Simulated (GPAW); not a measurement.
## 1 ML Cr on Rh(111), fcc site, 3 substrate layers: which magnetic order is lowest

Wanted: the moments of 1 ML Cr on Rh(111), fcc site, 3 substrate layers and the energy of each order that was tried.

Method: PBE; plane waves with GPAW's PAW setups, scalar-relativistic, in GPAW 26.7.0.

## 1. The starting structure

The cell holds 4 atoms: 3 Rh and 1 Cr. Its edges and angles: a = 2.684 Å, b = 2.684 Å, c = 20.498 Å, α = 90.0°, β = 90.0°, γ = 120.0°. pseudomorphic film on the substrate's lattice, hard-sphere layer spacings, unrelaxed, 14 A of vacuum. Vacuum lies along c.

## 2. Order 1, typed as ferro +

The parallel start comes first: it fits the smallest cell, keeps the most symmetry and shows whether parallel moments form.

Input file order1.py:

```python
import json
import numpy as np
from ase import Atoms
from ase.parallel import paropen, parprint
from gpaw import GPAW

atoms = Atoms(['Rh', 'Rh', 'Rh', 'Cr'],
    cell=[[2.683965, 0.0, 0.0],
         [-1.341983, 2.324382, 0.0],
         [0.0, 0.0, 20.497978]],
    scaled_positions=[[0.0, 0.0, 0.341497],
         [0.666667, 0.333333, 0.448408],
         [0.333333, 0.666667, 0.555318],
         [0.0, 0.0, 0.658503]],
    pbc=True,
    magmoms=[0.0, 0.0, 0.0, 2.5])
atoms.calc = GPAW(mode={'name': 'pw', 'ecut': 500},
    xc='PBE',
    kpts={'size': (14, 14, 1), 'gamma': True},
    occupations={'name': 'fermi-dirac', 'width': 0.05},
    convergence={'density': 1e-05, 'energy': 1e-05},
    maxiter=250,
    symmetry={'tolerance': 1e-4},
    txt='order1.txt')
e = atoms.get_potential_energy(force_consistent=True)
res = {'free_energy': e, 'energy_sigma0': atoms.get_potential_energy(), 'fermi_energy': atoms.calc.get_fermi_level()}
res['moments'] = atoms.get_magnetic_moments().tolist()
res['total'] = atoms.get_magnetic_moment()
parprint('site moments (muB):', np.round(res['moments'], 3))
parprint(f"total moment: {res['total']:.3f} muB")
parprint(f'free energy: {e:.6f} eV')
atoms.calc.write('order1.gpw')
with paropen('results.json', 'w') as f:
    json.dump(res, f)
```

Launch:

```
OMP_NUM_THREADS=1 mpirun -n 4 gpaw python order1.py > order1.log
```

This order needs a doubled cell of 8 atoms. Its mesh is chosen so that both cells sample the same points.

Input file order2.py:

```python
import json
import numpy as np
from ase import Atoms
from ase.parallel import paropen, parprint
from gpaw import GPAW

atoms = Atoms(['Rh', 'Rh', 'Rh', 'Rh', 'Rh', 'Rh', 'Cr', 'Cr'],
    cell=[[2.683965, 0.0, 0.0],
         [-2.683966, 4.648764, 0.0],
         [0.0, 0.0, 20.497978]],
    scaled_positions=[[0.0, 0.0, 0.341497],
         [0.0, 0.5, 0.341497],
         [0.666667, 0.1666665, 0.448408],
         [0.666667, 0.6666665, 0.448408],
         [0.333333, 0.3333335, 0.555318],
         [0.333333, 0.8333335, 0.555318],
         [0.0, 0.0, 0.658503],
         [0.0, 0.5, 0.658503]],
    pbc=True,
    magmoms=[0.0, 0.0, 0.0, 0.0, 0.0, 0.0, 2.5, -2.5])
atoms.calc = GPAW(mode={'name': 'pw', 'ecut': 500},
    xc='PBE',
    kpts={'size': (14, 7, 1), 'gamma': True},
    occupations={'name': 'fermi-dirac', 'width': 0.05},
    convergence={'density': 1e-05, 'energy': 1e-05},
    maxiter=250,
    symmetry={'tolerance': 1e-4},
    txt='order2.txt')
e = atoms.get_potential_energy(force_consistent=True)
res = {'free_energy': e, 'energy_sigma0': atoms.get_potential_energy(), 'fermi_energy': atoms.calc.get_fermi_level()}
res['moments'] = atoms.get_magnetic_moments().tolist()
res['total'] = atoms.get_magnetic_moment()
parprint('site moments (muB):', np.round(res['moments'], 3))
parprint(f"total moment: {res['total']:.3f} muB")
parprint(f'free energy: {e:.6f} eV')
atoms.calc.write('order2.gpw')
with paropen('results.json', 'w') as f:
    json.dump(res, f)
```

Input file nospin.py:

```python
import json
import numpy as np
from ase import Atoms
from ase.parallel import paropen, parprint
from gpaw import GPAW

atoms = Atoms(['Rh', 'Rh', 'Rh', 'Cr'],
    cell=[[2.683965, 0.0, 0.0],
         [-1.341983, 2.324382, 0.0],
         [0.0, 0.0, 20.497978]],
    scaled_positions=[[0.0, 0.0, 0.341497],
         [0.666667, 0.333333, 0.448408],
         [0.333333, 0.666667, 0.555318],
         [0.0, 0.0, 0.658503]],
    pbc=True)
atoms.calc = GPAW(mode={'name': 'pw', 'ecut': 500},
    xc='PBE',
    kpts={'size': (14, 14, 1), 'gamma': True},
    occupations={'name': 'fermi-dirac', 'width': 0.05},
    convergence={'density': 1e-05, 'energy': 1e-05},
    maxiter=250,
    symmetry={'tolerance': 1e-4},
    txt='nospin.txt')
e = atoms.get_potential_energy(force_consistent=True)
res = {'free_energy': e, 'energy_sigma0': atoms.get_potential_energy(), 'fermi_energy': atoms.calc.get_fermi_level()}
parprint(f'free energy: {e:.6f} eV')
atoms.calc.write('nospin.gpw')
with paropen('results.json', 'w') as f:
    json.dump(res, f)
```

Q: Predict the largest site moment.

Opposed moments of equal size cancel, so the cell has no net moment. Symmetry leaves 4 kinds of site among the 8 atoms, and equivalent atoms carry values of equal size. The lowest state found is antiferromagnetic, reached from the start antiferro q=(0,1/2,0) +-, with moments up to 2.72 μB.

| Item | Value |
| --- | --- |
| lowest state found | antiferromagnetic (started as antiferro q=(0,1/2,0) +-) |
| largest site moment | 2.72 μB |
| next state | non-magnetic, 295 meV a seeded atom higher |
| energy gained by spin polarisation | 295 meV a seeded atom |

1 start left the typed pattern (a sign turned or a seeded moment died), so such an energy belongs to the state reached, not the one typed. Only 3 starts are shown; other collinear patterns, canted and longer-period orders are not.

[Logs and program files are shortened in this print: banners, set-up blocks, solver, clock and traceback lines can be left out without a mark of their own.]

[Logs are printed without paths, hosts, clocks, repeated set-up lines and the standing remarks that a program may print on its own settings, such as how far it seeks lower states.]

[Hosts, paths, dates, database ids (printed as entryN), source tags and the programs' standing remarks are cut or masked in the printed files.]

[Where a cell is said to come from a database of computed structures, the database is the Materials Project.]
